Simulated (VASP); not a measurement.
# SiC (F-43m) under a change of volume, part 2 of 2

Wanted: the response of SiC to a change of volume, as a table, with a fit that predicts a row left out.

VASP 6.6.1, plane waves and PAW; the level of theory is named at each step.

So far. Step 5 (Band edges, r2SCAN with spin-orbit coupling): The run ends at a pressure of 6.15 GPa.

### 6. The table

Runs beyond LDA use the data sets made with LDA; this shifts their levels slightly, and their total energies have another zero (at TB-mBJ, which has no energy functional, they mean nothing).

The other members went through these steps as far as the tables show, with the same cutoff and, step by step, the same mesh; 25 runs are not shown. The session took 4.3 core hours (wall time by ranks) on a shared machine.

```
volume over the relaxed volume  volume (Å³/atom)  pressure (GPa)  energy above the unstrained row (meV/atom)  gap on the mesh, LDA (eV)
                         0.940             9.542          15.970                                      29.699                      1.232
                         0.955             9.694          11.533                                      16.447                      1.248
                         0.970             9.847           7.408                                       7.262                      1.262
                         0.985             9.999           3.573                                       1.874                      1.276
                             1            10.151           0.009                                       0.000                      1.289
                         1.015            10.303          -3.306                                       1.406                      1.302
                         1.030            10.456          -6.387                                       5.846                      1.314
                         1.045            10.608          -9.251                                      13.114                      1.326
                         1.060            10.760         -11.913                                      23.019                      1.337
```

A cubic of the pressure in ln(V/V₀) through all rows has the slope −B at V₀: B = 229 GPa, and its curvature gives B′ = 3.9.

Band edges at TB-mBJ with spin-orbit coupling, counted from the valence-band top at Γ, spin-orbit pairs averaged, with one row partly withheld:

```
volume over the relaxed volume  gap (eV)  conduction band at Γ (eV)  Δ or X valley along z (eV)  lowest conduction level at L, [111] (eV)  second valence level below the top (eV)  third valence level below the top (eV)
                         0.940     2.281                      7.952                       2.281                                     6.926                                    0.000                                   0.015
                         0.955         ?                      7.765                           ?                                     6.777                                    0.000                                   0.015
                         0.970     2.307                      7.581                       2.307                                     6.632                                    0.000                                   0.015
                         0.985     2.318                      7.400                       2.318                                     6.489                                    0.000                                   0.015
                             1     2.329                      7.222                       2.329                                     6.351                                    0.000                                   0.015
                         1.015     2.341                      7.047                       2.341                                     6.215                                    0.000                                   0.015
                         1.030     2.351                      6.875                       2.351                                     6.083                                    0.000                                   0.014
                         1.045     2.361                      6.706                       2.361                                     5.953                                    0.000                                   0.014
                         1.060     2.370                      6.539                       2.370                                     5.826                                    0.000                                   0.014
```

Band edges at r2SCAN with spin-orbit coupling, counted from the valence-band top at Γ, spin-orbit pairs averaged:

```
volume over the relaxed volume  gap (eV)  conduction band at Γ (eV)  Δ or X valley along z (eV)  lowest conduction level at L, [111] (eV)  second valence level below the top (eV)  third valence level below the top (eV)
                         0.940     1.667                      7.872                       1.667                                     6.780                                    0.000                                   0.014
                         0.955     1.679                      7.668                       1.679                                     6.621                                    0.000                                   0.014
                         0.970     1.690                      7.469                       1.690                                     6.465                                    0.000                                   0.014
                         0.985     1.700                      7.273                       1.700                                     6.312                                    0.000                                   0.014
                             1     1.710                      7.080                       1.710                                     6.164                                    0.000                                   0.014
                         1.015     1.721                      6.892                       1.721                                     6.019                                    0.000                                   0.014
                         1.030     1.729                      6.707                       1.730                                     5.877                                    0.000                                   0.014
                         1.045     1.739                      6.524                       1.739                                     5.738                                    0.000                                   0.014
                         1.060     1.747                      6.345                       1.747                                     5.601                                    0.000                                   0.014
```

### 7. A fit to the known rows

The quantity to fit is the Δ or X valley above the valence top at TB-mBJ with spin-orbit coupling: 2.281, 2.307, 2.318, 2.329, 2.341, 2.351, 2.361, 2.370 eV in the rows shown.

A least-squares parabola through the 8 rows shown, with u the logarithm of the volume ratio: E = − 0.8134 u² + 0.7385 u + 2.330 (eV), r.m.s. residual 1.7e-4 eV.

At u = -0.04604 this predicts 2.2939 eV.

### 8. The withheld row

The calculation gives 2.2943 eV, so the prediction is 0.0004 eV too low.

### 9. Outcome

```json
{"bulk modulus": "229 GPa", "gap of the unstrained cell, TB-mBJ with spin-orbit coupling": "2.33 eV", "gap of the unstrained cell, r2SCAN with spin-orbit coupling": "1.71 eV", "dE/d ln V of the Δ or X valley above the valence top, TB-mBJ with spin-orbit coupling": "0.74 eV", "error of the predicted row": "-0.4 meV"}
```

**Reading.** The slope of the energy gives 0.21 GPa at the relaxed volume where the pressure column has 0.01 GPa, a mark of the finite basis. At TB-mBJ with spin-orbit coupling the lowest conduction valley is Δ or X throughout, and the gap runs between 2.28 and 2.37 eV. At r2SCAN with spin-orbit coupling the lowest conduction valley is Δ or X throughout, and the gap runs between 1.67 and 1.75 eV. Hole masses are left out throughout, since the top bands are degenerate or cross in many series; of conduction masses, those of the Γ, L and (for Si and Ge under (001) strain) Δ valleys are kept where they change by under an eighth between rows. A measured gap of unstrained SiC is 2.39 eV (arxiv:2009.14696, band gap at cryogenic temperature, temperature not given); the static gaps here belong to the lattice relaxed at LDA. TB-mBJ is a potential fitted for gaps; it has no energy functional, so its total energies and forces mean nothing, and its bands tend to come out too narrow. r2SCAN opens gaps somewhat over GGA but leaves them below measured values as a rule. Δ or X levels are the lowest on their line, refined by a parabola unless they lie at X; the gap is read from all points sampled and can differ from the lowest valley by some meV, or by tens of meV where strain moves the valence top off Γ. Temperature, zero-point motion and excitons are left out.

[Lines on the potential files, build, host, timing and source positions are cut from VASP's logs without a mark.]

[Logs are printed without paths, hosts, clocks, repeated set-up lines and the standing remarks that a program may print on its own settings, such as how far it seeks lower states.]

[Hosts, paths, dates, database ids (printed as entryN), source tags and the programs' standing remarks are cut or masked in the printed files.]

[In band tables of VASP the shares of atoms and orbitals are scaled to a sum of 1 inside the atoms' spheres.]
